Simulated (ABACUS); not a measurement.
# Rh (Fm-3m) in ABACUS: a series of runs

One crystal, Rh, is run at these levels: LDA, SOGGA; tasks: band structure, equation of state.

All numbers are computed with ABACUS 3.10.1; they aren't measurements. Logs are shortened: lines on timing, memory, paths and dates and some standing lists are left out, and cuts for length are marked.

**What was measured.**

From “Thermal equation of state of rhodium characterized by XRD in a resistively heated diamond anvil cell”, 2024, pmc:11535440, for a bulk crystal of Rh: bulk modulus 264 ± 1 GPa.

How close the calculation comes is told below.

## 1. Starting point

The structure is cubic, space group Fm-3m (No. 225). Conventional cell: a = 3.796 Å, b = 3.796 Å, c = 3.796 Å, α = 90.00°, β = 90.00°, γ = 90.00°. Rh (site symmetry m-3m) is surrounded by 12 Rh at 2.68 Å.

## 2. Band structure, LDA

The input, INPUT:

```
INPUT_PARAMETERS
suffix              Rh
calculation         nscf
basis_type          lcao
pseudo_dir          ./
orbital_dir         ./
symmetry            -1
dft_functional      pz
ecutwfc             100.0
pseudo_rcut         7
nspin               1
nbands              19
ks_solver           genelpa
smearing_method     fd
smearing_sigma      0.00367493
scf_thr             1e-07
scf_nmax            100
mixing_type         broyden
mixing_beta         0.7
init_chg            file
out_band            1
```

The input, STRU:

```
ATOMIC_SPECIES
Rh 102.9055 Rh.upf

NUMERICAL_ORBITAL
Rh_confined-atom_7au_3s2p2d1f.orb

LATTICE_CONSTANT
1.8897261246

LATTICE_VECTORS
0.0000000000 1.8978500000 1.8978500000
1.8978500000 0.0000000000 1.8978500000
1.8978500000 1.8978500000 0.0000000000

ATOMIC_POSITIONS
Direct

Rh
0.0
1
0.0000000000 0.0000000000 0.0000000000 1 1 1
```

The input, KPT:

```
K_POINTS
12
Line
0.00000000 0.00000000 0.00000000 10 // G
0.50000000 0.00000000 0.50000000 10 // X
0.50000000 0.25000000 0.75000000 10 // W
0.37500000 0.37500000 0.75000000 10 // K
0.00000000 0.00000000 0.00000000 10 // G
0.50000000 0.50000000 0.50000000 10 // L
0.62500000 0.25000000 0.62500000 10 // U
0.50000000 0.25000000 0.75000000 10 // W
0.50000000 0.50000000 0.50000000 10 // L
0.37500000 0.37500000 0.75000000 1 // K
0.62500000 0.25000000 0.62500000 10 // U
0.50000000 0.00000000 0.50000000 1 // X
```

Potentials or basis: PseudoDojo NC SR 0.4.1 LDA standard, DZP LCAO (the cutoffs set its grid).

Started as:

```console
$ OMP_NUM_THREADS=1 mpirun -np 4 abacus > log
```

running log:

```text
ABACUS v3.10.1

               Atomic-orbital Based Ab-initio Computation at UStc

 ------------------------------------------------------------------------------------

 READING GENERAL INFORMATION
                           global_out_dir = OUT.Rh/
                           global_in_card = INPUT
                               pseudo_dir = ./
                              orbital_dir = ./
                                    DSIZE = 4
                                    GSIZE = 1

 READING UNITCELL INFORMATION
                                    ntype = 1
                  lattice constant (Bohr) = 1.88973
              lattice constant (Angstrom) = 1

 READING ATOM TYPE 1
                               atom label = Rh
                      L=0, number of zeta = 3
                      L=1, number of zeta = 2
                      L=2, number of zeta = 2
                      L=3, number of zeta = 1
             number of atom for this type = 1

                        TOTAL ATOM NUMBER = 1
DIRECT COORDINATES
    atom                   x                   y                   z     mag                  vx                  vy                  vz
taud_Rh1            0.0000000000        0.0000000000        0.0000000000  0.0000        0.0000000000        0.0000000000        0.0000000000

                          Volume (Bohr^3) = 92.2597
                             Volume (A^3) = 13.6715

 Lattice vectors: (Cartesian coordinate: in unit of a_0)
                   +0            +1.89785            +1.89785
             +1.89785                  +0            +1.89785
             +1.89785            +1.89785                  +0
 Reciprocal vectors: (Cartesian coordinate: in unit of 2 pi/a_0)
            -0.263456           +0.263456           +0.263456
            +0.263456           -0.263456           +0.263456
            +0.263456           +0.263456           -0.263456
 The esolver type has been set to : ksdft_lcao

                PAO radial cut off (Bohr) = 7

 Read in pseudopotential file is Rh.upf
                     pseudopotential type = NC
          exchange-correlation functional = SLAPWNOGXNOGC
                 nonlocal core correction = 1
                        valence electrons = 17
                                     lmax = 2
                           number of zeta = 4
[... 5 lines left out ...]
                           L of projector = 2
                           L of projector = 2
 XC functional updated to : pz
          exchange-correlation functional = PZ
     initial pseudo atomic orbital number = 10

 SETUP THE ELECTRONS NUMBER
            electron number of element Rh = 17
      total electron number of element Rh = 17
            AUTOSET number of electrons:  = 17
                           occupied bands = 9
                                   NLOCAL = 26
                                   NBANDS = 19
                                   NBANDS = 19
                                   NLOCAL = 26

%%%%%%%%%%%%%%%%%%%%%%%%%%%%%%%%%%%%%%%%%%%%%%%%%%%%%%%%%%%%%%%%%%%%%%%%%%%%%%%%%%%%%%%%%%%%%%%%%%%%%%%%%%
 Warning: the number of valence electrons in pseudopotential > 9 for Rh: [Kr] 4d8 5s1
 Pseudopotentials with additional electrons can yield (more) accurate outcomes, but may be less efficient.
 If you're confident that your chosen pseudopotential is appropriate, you can safely ignore this warning.
%%%%%%%%%%%%%%%%%%%%%%%%%%%%%%%%%%%%%%%%%%%%%%%%%%%%%%%%%%%%%%%%%%%%%%%%%%%%%%%%%%%%%%%%%%%%%%%%%%%%%%%%%%

 SETUP THE PLANE WAVE BASIS
 energy cutoff for charge/potential (unit:Ry) = 400
            fft grid for charge/potential = [ 36, 36, 36 ]
                        fft grid division = [ 3, 3, 3 ]
        big fft grid for charge/potential = [ 12, 12, 12 ]
                                     nbxx = 432
                                     nrxx = 11664

 SETUP PLANE WAVES FOR CHARGE/POTENTIAL
                    number of plane waves = 12387
                         number of sticks = 703

 PARALLEL PW FOR CHARGE/POTENTIAL
     PROC   COLUMNS(POT)             PW
        1            176           3097
        2            176           3098
        3            176           3097
        4            175           3095
 --------------- sum -------------------
        4            703          12387
                            number of |g| = 172
                                  max |g| = 36.0927
                                  min |g| = 0.208227

----------- Double Check Mixing Parameters Begin ------------
mixing_type: broyden
mixing_beta: 0.7
mixing_gg0: 1
mixing_gg0_min: 0.1
mixing_ndim: 8
----------- Double Check Mixing Parameters End ------------

 SETUP K-POINTS
                                    nspin = 1
                                   nkstot = 102
K-POINTS DIRECT COORDINATES
 KPOINTS    DIRECT_X    DIRECT_Y    DIRECT_Z  WEIGHT
       1  0.00000000  0.00000000  0.00000000  1.0000
       2  0.05000000  0.00000000  0.05000000  1.0000
       3  0.10000000  0.00000000  0.10000000  1.0000
       4  0.15000000  0.00000000  0.15000000  1.0000
       5  0.20000000  0.00000000  0.20000000  1.0000
       6  0.25000000  0.00000000  0.25000000  1.0000
[... 22 lines left out ...]
      29  0.40000000  0.35000000  0.75000000  1.0000
      30  0.38750000  0.36250000  0.75000000  1.0000
[... 72 further k points ...]

           k-point number in this process = 102
       minimum distributed K point number = 102

[... K-POINTS CARTESIAN COORDINATES: 102 rows ...]

[... K-POINTS DIRECT COORDINATES: 102 rows ...]

 SETUP PLANE WAVES FOR WAVE FUNCTIONS
     energy cutoff for wavefunc (unit:Ry) = 100
              fft grid for wave functions = [ 36, 36, 36 ]
                    number of plane waves = 2085
                         number of sticks = 211

 PARALLEL PW FOR WAVE FUNCTIONS
     PROC   COLUMNS(POT)             PW
        1             52            520
        2             53            521
        3             53            522
        4             53            522
 --------------- sum -------------------
        4            211           2085

 SET NONLOCAL PSEUDOPOTENTIAL PROJECTORS
 max number of nonlocal projetors among all species is 6

 -------------------------------------------
 NONSELF-CONSISTENT
 -------------------------------------------

 SETUP SEARCHING RADIUS FOR PROGRAM TO SEARCH ADJACENT ATOMS
                  longest orb rcut (Bohr) = 7
   longest nonlocal projector rcut (Bohr) = 1.42
                     search radius (Bohr) = 16.8
              searching radius is (Bohr)) = 16.8
         searching radius unit is (Bohr)) = 1.89
                         PeriodicBoundary = 1
                        Radius(unit:lat0) = 8.91
                                   glayer = [ 6, 6, 6 ]
                             glayer_minus = [ 5, 5, 5 ]

Find the coordinate range of the input atom(unit:lat0).
                                  min_tau = [ -19, -19, -19 ]
                                  max_tau = [ 19, 19, 19 ]
                                BoxNumber = [ 11, 11, 11 ]

 SETUP EXTENDED REAL SPACE GRID FOR GRID INTEGRATION
                          real space grid = [ 36, 36, 36 ]
                 big cell numbers in grid = [ 12, 12, 12 ]
             meshcell numbers in big cell = [ 3, 3, 3 ]
                        extended fft grid = [ 21, 21, 21 ]
                dimension of extened grid = [ 55, 55, 55 ]
                            UnitCellTotal = 125
              Atom number in sub-FFT-grid = 1
    Local orbitals number in sub-FFT-grid = 26
                                ParaV.nnr = 23829
                                 init_chg = file
 try to read charge from file
 Read in the charge density: OUT.Rh//Rh-CHARGE-DENSITY.restart

 LCAO ALGORITHM --------------- ION=   1  ELEC=   1--------------------------------
[... levels at 102 k points of this process ...]

 Density error is 0.00000000000
----------------------------------------------------------
     Energy           Rydberg                 eV
----------------------------------------------------------
 E_KohnSham     -234.5809779136      -3191.6379420366
 E_KS(sigma->0) -234.5800624642      -3191.6254867092
 E_Harris       -234.5809779136      -3191.6379420366
 E_band         -6.0308071974        -82.0533414244
 E_one_elec     -49.7081099041       -676.3135315066
 E_Hartree      37.5253130542        510.5580767711
 E_xc           -37.6680766808       -512.5004755601
 E_Ewald        -184.7282734841      -2513.3571010861
 E_entropy(-TS) -0.0018308987        -0.0249106549
 E_descf        0.0000000000         0.0000000000
 E_exx          0.0000000000         0.0000000000
 E_Fermi        1.6886438289         22.9751779650
----------------------------------------------------------

 charge density convergence is achieved
 final etot is -3191.6379420 eV
 EFERMI = 22.975177965 eV

 STATE ENERGY(eV) AND OCCUPATIONS    NSPIN == 1
 1/102 kpoint (Cartesian) = 0.0000 0.0000 0.0000 (367 pws)
       1       -56.2325      0.0196078
       2       -23.7450      0.0196078
       3       -23.7450      0.0196078
       4       -23.7450      0.0196078
       5        14.4362      0.0196078
       6        19.4026      0.0196078
[... 11 lines left out ...]
      18        61.3417        0.00000
      19        61.3417        0.00000

 2/102 kpoint (Cartesian) = 0.0000 0.026346 0.0000 (378 pws)
       1       -56.2288      0.0196078
       2       -23.7636      0.0196078
       3       -23.7519      0.0196078
       4       -23.7519      0.0196078
       5        14.5720      0.0196078
       6        19.3110      0.0196078
[... 11 lines left out ...]
      18        60.0037        0.00000
      19        63.0650        0.00000

 3/102 kpoint (Cartesian) = 0.0000 0.052691 0.0000 (379 pws)
       1       -56.2178      0.0196078
       2       -23.8172      0.0196078
       3       -23.7718      0.0196078
       4       -23.7718      0.0196078
       5        14.9658      0.0196078
       6        19.0533      0.0196078
[... 11 lines left out ...]
      18        58.1346        0.00000
      19        65.5752        0.00000

 4/102 kpoint (Cartesian) = 0.0000 0.079037 0.0000 (380 pws)
       1       -56.2007      0.0196078
       2       -23.8997      0.0196078
       3       -23.8028      0.0196078
       4       -23.8028      0.0196078
       5        15.5702      0.0196078
       6        18.6738      0.0196078
[... 11 lines left out ...]
      18        58.5734        0.00000
      19        64.4688        0.00000

 5/102 kpoint (Cartesian) = 0.0000 0.10538 0.0000 (380 pws)
       1       -56.1791      0.0196078
       2       -24.0018      0.0196078
       3       -23.8417      0.0196078
       4       -23.8417      0.0196078
       5        16.2689      0.0196078
       6        18.2281      0.0196078
[... 11 lines left out ...]
      18        59.2123        0.00000
      19        61.5733        0.00000

 6/102 kpoint (Cartesian) = 0.0000 0.13173 0.0000 (396 pws)
       1       -56.1551      0.0196078
       2       -24.1129      0.0196078
       3       -23.8847      0.0196078
       4       -23.8847      0.0196078
       5        16.8089      0.0196078
       6        17.7699      0.0196078
[... 11 lines left out ...]
      18        59.1682        0.00000
      19        60.0874        0.00000

[... levels at 96 further k points ...]

 --------------------------------------------
 !FINAL_ETOT_IS -3191.637942036613 eV
 --------------------------------------------

 Output bands in file: OUT.Rh/BANDS_1.dat
```

Run time: 1.4 s. Hardware: 4 MPI ranks of Intel Xeon Platinum 8259CL at 2.50GHz (Skylake/Cascade Lake), shared host; peak memory 0.36 GiB.

Levels at the corners of the path, in eV from the Fermi level:
| point | band 5 | band 6 | band 7 | band 8 | band 9 | band 10 | band 11 | band 12 |
| --- | --- | --- | --- | --- | --- | --- | --- | --- |
| Γ | -8.09 | -3.12 | -3.12 | -3.12 | -0.96 | -0.96 | 16.20 | 21.71 |
| X | -6.39 | -6.04 | 0.59 | 1.02 | 1.02 | 3.21 | 12.28 | 13.29 |
| W | -5.08 | -3.86 | -3.86 | -1.20 | 1.02 | 9.62 | 9.62 | 11.18 |
| K | -5.58 | -4.83 | -2.10 | -0.67 | 0.39 | 7.87 | 8.57 | 12.08 |
| Γ | -8.09 | -3.12 | -3.12 | -3.12 | -0.96 | -0.96 | 16.20 | 21.71 |
| L | -6.21 | -3.19 | -3.19 | 0.61 | 0.61 | 0.67 | 8.62 | 15.82 |
| U | -5.58 | -4.83 | -2.10 | -0.67 | 0.39 | 7.87 | 8.57 | 12.08 |
| W | -5.08 | -3.86 | -3.86 | -1.20 | 1.02 | 9.62 | 9.62 | 11.18 |
| L | -6.21 | -3.19 | -3.19 | 0.61 | 0.61 | 0.67 | 8.62 | 15.82 |
| K | -5.58 | -4.83 | -2.10 | -0.67 | 0.39 | 7.87 | 8.57 | 12.08 |
| U | -5.58 | -4.83 | -2.10 | -0.67 | 0.39 | 7.87 | 8.57 | 12.08 |
| X | -6.39 | -6.04 | 0.59 | 1.02 | 1.02 | 3.21 | 12.28 | 13.29 |

Caveat: the atomic orbitals were generated for these runs and aren't a published set; the density is read from an earlier self-consistent run, whose mesh may be coarse; the basis of atomic orbitals isn't converged, which shifts pressures, moduli and gaps.

(Continued in part 2 of 2.)
